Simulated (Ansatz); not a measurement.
# Sb (I4/mmm) in Ansatz: reference runs

Reference runs on Sb: the cell as given and a disturbed copy.

All numbers are computed with Ansatz 0.2.0; they aren't measurements. Logs are shortened: lines on timing, memory, paths and dates and some standing lists are left out, and cuts for length are marked.

### Step 1. Starting point

Symmetry: I4/mmm, No. 139, tetragonal system. Conventional cell: a = 3.153 Å, b = 3.153 Å, c = 5.424 Å, α = 90.00°, β = 90.00°, γ = 90.00°. Sb (site symmetry 4/mmm) has 12 Sb at 3.15 to 3.51 Å as nearest neighbours.

This isn't the form of Sb at room conditions, which is rhombohedral.

### Step 2. Single point, PBE

File input.yaml:

```yaml
crystal:
  lattice:
    - [-1.5765401831, 1.5765401831, 2.7119384313]
    - [1.5765401831, -1.5765401831, 2.7119384313]
    - [1.5765401831, 1.5765401831, -2.7119384313]
  atoms:
    - { symbol: Sb, position: [0.0, 0.0, 0.0] }
hamiltonian:
  xc: pbe
  pseudopotentials: { kind: paw }
kpoints:
  mp_grid: { grid: [12, 12, 12] }
scf:
  occupations: { method: fermi_dirac, width: 0.05 }
output:
  forces: true
  stress: true
  eigenvalues: true
  write_density: true
  write_potential: true
  elf: true
  volumetric_format: npy
```

Potentials or basis: Ansatz PAW.

On the command line:

```sh
$ ansatz run input.yaml --threads 2 --pin off --max-ram 5120MiB --backend cpu --events-out ev --progress --plain --runs-dir out
```

The program printed:

```text
Warning: RAYON_NUM_THREADS=2 ignored (pool sized by the plan → 2); use --threads N
Engine: ansatz 0.2.0, x86_64-unknown-linux-gnu
Pseudopotentials: kind: paw
Pseudopotential: Sb, paw, valence charge 15, recommended cutoff 420 eV (normal), Sb.paw.azcp
Functional definition: PBE
  parameter kappa = 0.804
  parameter beta = 0.06672455060314922
  exchange = pbe_x(kappa = kappa, mu = beta*pi^2/3)
  correlation = pbe_c(beta = beta)
Crystal: 1 atoms, lattice volume = 26.962 Å³
Basis set: ecut = 420 eV, 517 PW (Γ), exchange–correlation on 48×48×48 points (8 copies of the dense FFT grid, shifted against one another)
Bands: 12, of which v1, the nominal top of the filled ones, is band 8 counted from 1 (7 counted from 0)
Symmetry: 16 space group operations
Space group: I4/mmm (ITA 139), of the structure as read, at distance tolerance 3.0e-5 Å
k-points: 163 of 1728
Non-local potential: Sb, projectors of the file, l = 0: 2, l = 1: 2, l = 2: 2, l = 3: 2
PAW form: soft (Blöchl's): semilocal exchange-correlation on the pseudo side does not see the compensation charge
PAW one-centre angular grid: Sb, 590 points (default); XC on 64 Gauss nodes
Initial density: superposition of atomic densities (neutral atoms: chi_scale 0, normalization atom), corrected by the library's trained network
Initial wavefunctions: pseudopotential atomic-orbital guess
Functional: x = pbe(κ = 0.804, μ = 0.2195149727645171), c = pbe(β = 0.06672455060314922)
SCF iter   1: F=—  HF=-6484.188674 eV  |F-HF|=—  |Δ(HF+E_count)|=         —  Δρ=1.10e-3  dr2=3.48e-4  ethr=1.77e-3  ⟨swp⟩=5.7  Hψ=11640  notcnv=0
preconditioner: auto → Kerker (q_TF=auto, 2.474 Å⁻¹)  [metal: Δε(μ)=0.083 eV  Ē_g=12.532 eV  σ=0.050 eV  W_gap=0.38  n_scr=10 (ndim 8)  ℏωp=16.0 eV  f_vac=0.000  D(μ)=0.67/eV (n_scr^D=0)]
SCF iter   2: F=—  HF=-6484.188078 eV  |F-HF|=—  |Δ(HF+E_count)|=   5.96e-4  Δρ=7.56e-4  dr2=1.79e-4  ethr=2.32e-6  ⟨swp⟩=2.0  Hψ=4395  notcnv=0  defer=1
SCF iter   3: F=—  HF=-6484.188071 eV  |F-HF|=—  |Δ(HF+E_count)|=   6.68e-6  Δρ=3.74e-4  dr2=4.76e-5  ethr=1.19e-6  ⟨swp⟩=2.0  Hψ=2580  notcnv=0  defer=1
SCF iter   4: F=—  HF=-6484.188070 eV  |F-HF|=—  |Δ(HF+E_count)|=   7.35e-7  Δρ=1.05e-4  dr2=1.77e-6  ethr=3.17e-7  ⟨swp⟩=2.1  Hψ=2375  notcnv=0  defer=1
iter 5 did not close the SCF: its close was put off for the readings that it lacked (scf_convergence_deferred on its scf_iter line)
SCF iter   5: F=-6484.188069 eV  HF=-6484.188069 eV  |F-HF|=4.30e-8  |Δ(HF+E_count)|=   1.14e-6  Δρ=1.78e-5  dr2=9.44e-8  ethr=1.18e-8  ⟨swp⟩=2.0  Hψ=3127  notcnv=0  defer=1
SCF iter   6: F=-6484.188069 eV  HF=-6484.188069 eV  |F-HF|=1.19e-9  |Δ(HF+E_count)|=   1.19e-8  Δρ=3.13e-6  dr2=3.53e-9  ethr=6.29e-10  ⟨swp⟩=7.1  Hψ=11747  notcnv=0
SCF 1 converged in 6 iterations: F = -6484.188069 eV  dr2 = 3.53e-9
SCF converged after 6 iterations
Free energy (F): -6484.188069 eV
Harris-Foulkes:  -6484.188069 eV  (|F-HF|=1.19e-9)
Internal energy: -6484.182530 eV  (E = F + TS)
E sigma→0 (E₀):  -6484.185300 eV
Entropy (-TS):   -0.005539 eV (-5.539 meV/atom)
Fermi energy:    11.668727 eV
--- Per-component energies (eV) ---
  E_band       = -144.691981
  E_kinetic    = 206.722722
  E_local      = -1438.894653  (includes V_loc(G=0)·N_el)
  E_nonlocal   = 361.542059
  E_hartree    = 657.627624
  E_xc         = -138.596455
  E_vxc        = -96.432184  (∫ρ·V_xc dr)
  E_paw        = -4574.499010  (= ΣΔE_a)
  E_vpaw       = -492.883246  (= ΣTr[D̂ρ^β])
  E_aug_tail   = -0.000002  (compensation charges beyond the density's cutoff)
  E_ewald      = -1558.084815
  E_smearing   = -0.005539  (= −TS)
  E_closure    = 0.000000  (closes the sum)
  Σ components = -6484.188069   (vs F -6484.188069, Δ=0.00e0)
--- Forces (eV/Å), atoms counted from 1 ---
  atom   1  Sb    -0.00000000     0.00000000     0.00000000
  max |Σ_I F_I| component: 9.86e-32 eV/Å
--- Stress (GPa, compression-positive) ---
        2.034797      -0.000000       0.000000
       -0.000000       2.034797       0.000000
        0.000000       0.000000       1.269163
  P = ⅓ Tr σ = 1.7796 GPa (17.796 kbar)
--- Band table (eV; the first three rows and the last of 163) ---
  k-point 0: bands = ["-17.7131", "-17.6772", "-17.6398", "-17.6398", "-17.5799", "-1.2855", "16.3061", "17.0992", "17.0992", "21.5672", "22.2358", "22.7699"]
  k-point 1: bands = ["-17.7002", "-17.6724", "-17.6434", "-17.6382", "-17.5845", "-1.0756", "15.9289", "16.0577", "16.2994", "20.5674", "22.0255", "22.9086"]
  k-point 2: bands = ["-17.6645", "-17.6596", "-17.6530", "-17.6335", "-17.5973", "-0.4477", "14.3319", "14.6958", "14.9944", "18.9455", "22.0490", "22.1904"]
  k-point 162: bands = ["-17.7316", "-17.6875", "-17.5893", "-17.5893", "-17.5673", "2.3997", "5.9987", "13.7829", "13.7829", "17.6738", "17.8417", "32.8369"]
```

Wall time 2.2 s (2 threads of Intel Xeon Platinum 8259CL at 2.50GHz (Skylake/Cascade Lake), shared host); peak memory 0.47 GiB.

What came out:

| Property | Result |
| --- | --- |
| Free energy | -6484.1881 eV |
| Pressure | 1.8 GPa |
| Band gap on the k mesh | none (metal or under the smearing width) |

Levels at points of the mesh, in eV from the Fermi level:
```
              k point  band 6  band 7  band 8  band 9  band 10  band 11
   (0.00, 0.00, 0.00)  -12.95    4.64    5.43    5.43     9.90    10.57
  (0.00, 0.00, -0.50)   -6.65   -4.40   -1.02    0.59     3.49     4.41
  (0.00, -0.50, 0.00)   -9.12   -5.80    1.77    5.37     6.21    10.42
(-0.50, -0.50, -0.50)   -9.27   -5.67    2.11    2.11     6.01     6.17
```

### Step 3. Single point, PBE (cell strained at random at fixed volume)

File input.yaml:

```yaml
crystal:
  lattice:
    - [-1.577579, 1.580212, 2.711828]
    - [1.566992, -1.544278, 2.684784]
    - [1.604289, 1.570988, -2.690938]
  atoms:
    - { symbol: Sb, position: [0.017747, 0.004665, 0.017007] }
hamiltonian:
  xc: pbe
  pseudopotentials: { kind: paw }
kpoints:
  mp_grid: { grid: [12, 12, 12] }
scf:
  occupations: { method: fermi_dirac, width: 0.05 }
output:
  forces: true
  stress: true
  eigenvalues: true
```

Potentials or basis: Ansatz PAW.

On the command line:

```sh
$ ansatz run input.yaml --threads 2 --pin off --max-ram 5120MiB --backend cpu --events-out ev --progress --plain --runs-dir out
```

The program printed:

```text
Warning: RAYON_NUM_THREADS=2 ignored (pool sized by the plan → 2); use --threads N
[... 8 set-up lines as earlier in the session ...]
Crystal: 1 atoms, lattice volume = 26.962 Å³
Basis set: ecut = 420 eV, 527 PW (Γ), exchange–correlation on 48×48×48 points (8 copies of the dense FFT grid, shifted against one another)
Bands: 12, of which v1, the nominal top of the filled ones, is band 8 counted from 1 (7 counted from 0)
Symmetry: 2 space group operations
Space group: P-1 (ITA 2), of the structure as read, at distance tolerance 3.0e-5 Å
k-points: 868 of 1728
[... 6 set-up lines as earlier in the session ...]
SCF iter   1: F=—  HF=-6484.189806 eV  |F-HF|=—  |Δ(HF+E_count)|=         —  Δρ=1.07e-3  dr2=3.12e-4  ethr=1.77e-3  ⟨swp⟩=5.8  Hψ=61852  notcnv=0
preconditioner: auto → Kerker (q_TF=auto, 2.474 Å⁻¹)  [metal: Δε(μ)=0.005 eV  Ē_g=12.522 eV  σ=0.050 eV  W_gap=0.02  n_scr=10 (ndim 8)  ℏωp=16.0 eV  f_vac=0.000  D(μ)=0.61/eV (n_scr^D=0)]
SCF iter   2: F=—  HF=-6484.189213 eV  |F-HF|=—  |Δ(HF+E_count)|=   5.93e-4  Δρ=7.31e-4  dr2=1.63e-4  ethr=2.08e-6  ⟨swp⟩=2.0  Hψ=23381  notcnv=0
SCF iter   3: F=—  HF=-6484.189210 eV  |F-HF|=—  |Δ(HF+E_count)|=   3.08e-6  Δρ=3.86e-4  dr2=4.98e-5  ethr=1.09e-6  ⟨swp⟩=1.6  Hψ=12004  notcnv=0
SCF iter   4: F=—  HF=-6484.189209 eV  |F-HF|=—  |Δ(HF+E_count)|=   3.74e-7  Δρ=9.57e-5  dr2=1.41e-6  ethr=3.32e-7  ⟨swp⟩=2.3  Hψ=13596  notcnv=0
iter 5 did not close the SCF: its close was put off for the readings that it lacked (scf_convergence_deferred on its scf_iter line)
SCF iter   5: F=-6484.189208 eV  HF=-6484.189208 eV  |F-HF|=2.57e-8  |Δ(HF+E_count)|=   8.26e-7  Δρ=1.61e-5  dr2=7.28e-8  ethr=9.40e-9  ⟨swp⟩=2.0  Hψ=16704  notcnv=0
SCF iter   6: F=-6484.189208 eV  HF=-6484.189208 eV  |F-HF|=3.00e-10  |Δ(HF+E_count)|=   4.00e-9  Δρ=2.98e-6  dr2=3.05e-9  ethr=4.85e-10  ⟨swp⟩=4.0  Hψ=44311  notcnv=0
SCF 1 converged in 6 iterations: F = -6484.189208 eV  dr2 = 3.05e-9
SCF converged after 6 iterations
Free energy (F): -6484.189208 eV
Harris-Foulkes:  -6484.189208 eV  (|F-HF|=3.00e-10)
Internal energy: -6484.184070 eV  (E = F + TS)
E sigma→0 (E₀):  -6484.186639 eV
Entropy (-TS):   -0.005138 eV (-5.138 meV/atom)
Fermi energy:    11.662943 eV
--- Per-component energies (eV) ---
  E_band       = -144.688185
  E_kinetic    = 206.704205
  E_local      = -1438.455420  (includes V_loc(G=0)·N_el)
  E_nonlocal   = 361.530909
  E_hartree    = 657.411446
  E_xc         = -138.591595
  E_vxc        = -96.425173  (∫ρ·V_xc dr)
  E_paw        = -4574.487925  (= ΣΔE_a)
  E_vpaw       = -492.864290  (= ΣTr[D̂ρ^β])
  E_aug_tail   = -0.000002  (compensation charges beyond the density's cutoff)
  E_ewald      = -1558.295689
  E_smearing   = -0.005138  (= −TS)
  E_closure    = -0.000000  (closes the sum)
  Σ components = -6484.189208   (vs F -6484.189208, Δ=0.00e0)
--- Forces (eV/Å), atoms counted from 1 ---
  atom   1  Sb     0.00000000     0.00000000     0.00000000
  max |Σ_I F_I| component: 0.00e0 eV/Å
--- Stress (GPa, compression-positive) ---
        1.581448       0.214860       0.014313
        0.214860       2.341560       0.226156
        0.014312       0.226156       1.167538
  P = ⅓ Tr σ = 1.6968 GPa (16.968 kbar)
--- Band table (eV; the first three rows and the last of 868) ---
  k-point 0: bands = ["-17.7113", "-17.6755", "-17.6427", "-17.6398", "-17.5824", "-1.2829", "16.3656", "17.0014", "17.1774", "21.5605", "22.2156", "22.8288"]
  k-point 1: bands = ["-17.6986", "-17.6710", "-17.6458", "-17.6384", "-17.5868", "-1.0774", "15.9304", "16.0959", "16.3541", "20.5681", "22.1266", "22.8622"]
  k-point 2: bands = ["-17.6642", "-17.6597", "-17.6540", "-17.6339", "-17.5989", "-0.4629", "14.3622", "14.7326", "15.0838", "18.9847", "21.9263", "22.1926"]
  k-point 867: bands = ["-17.7303", "-17.6866", "-17.5911", "-17.5875", "-17.5693", "2.4676", "6.0182", "13.6103", "13.8187", "17.5803", "17.7987", "32.4193"]
```

Wall time 7.8 s (2 threads of Intel Xeon Platinum 8259CL at 2.50GHz (Skylake/Cascade Lake), shared host); peak memory 0.66 GiB.

Results:

* Free energy: -6484.1892 eV
* Pressure: 1.7 GPa
* Band gap on the k mesh: none (metal or under the smearing width)

The run has no spin-orbit coupling, so splittings on Sb are missing.
